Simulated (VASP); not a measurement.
Crystal: MnF2.

```
CELL_PARAMETERS angstrom
4.87380 0.00000 0.00000
0.00000 4.87380 0.00000
0.00000 0.00000 3.31070
ATOMIC_POSITIONS crystal
Mn 0.50000 0.50000 0.50000
Mn 0.00000 0.00000 0.00000
F 0.80530 0.19470 0.50000
F 0.69470 0.69470 0.00000
F 0.19470 0.80530 0.50000
F 0.30530 0.30530 0.00000
```

* Program: VASP 6.6.1
* Task: relaxation of cell and atoms
* Functional: revPBE
* Potentials or basis: VASP PAW PBE potentials, release 64 (Mn_pv, F)
* Cutoff: 600 eV
* k mesh: 5 × 5 × 6
* Occupations: fermi-dirac, width 0.05 eV
* Spin: collinear spin, ferromagnetic start
* Starting moments: [4.0, 4.0, 0.0, 0.0, 0.0, 0.0] μB

At the start: pressure 6.9 GPa; volume 13.11 Å³/atom.

How do energy, volume and symmetry change on relaxing?

Over 8 steps the energy falls by 20.4 meV/atom and the volume is 14.12 Å³/atom (+7.7 %); space group P4_2/mnm (No. 136, to 0.05 Å); moment 10.00 μB per cell.

The path:
```csv
step,energy change (eV),largest force (eV/Å),pressure (GPa),volume (Å³)
1,0.0000,0.0684,6.90,78.64
2,-0.1185,0.0341,-0.60,85.25
3,-0.1198,0.0260,0.01,84.55
4,-0.1198,0.0245,0.16,84.43
5,-0.1210,0.0173,0.14,84.50
6,-0.1223,0.0058,0.14,84.61
7,-0.1221,0.0161,0.14,84.83
8,-0.1227,0.0045,0.13,84.71
```

Final structure:
```yaml
crystal:
  lattice:
    - [5.01785, 0.00000, 0.00000]
    - [0.00000, 5.01785, 0.00000]
    - [0.00000, 0.00000, 3.36429]
  atoms:
    - { symbol: Mn, position: [0.50000, 0.50000, 0.50000] }
    - { symbol: Mn, position: [0.00000, 0.00000, 0.00000] }
    - { symbol: F, position: [0.80558, 0.19442, 0.50000] }
    - { symbol: F, position: [0.69442, 0.69442, 0.00000] }
    - { symbol: F, position: [0.19442, 0.80558, 0.50000] }
    - { symbol: F, position: [0.30558, 0.30558, 0.00000] }
```

Caveat: the PAW data sets were made with another functional, which shifts forces and pressure a little; only a ferromagnetic start was run, and an antiferromagnetic order may lie lower in energy.
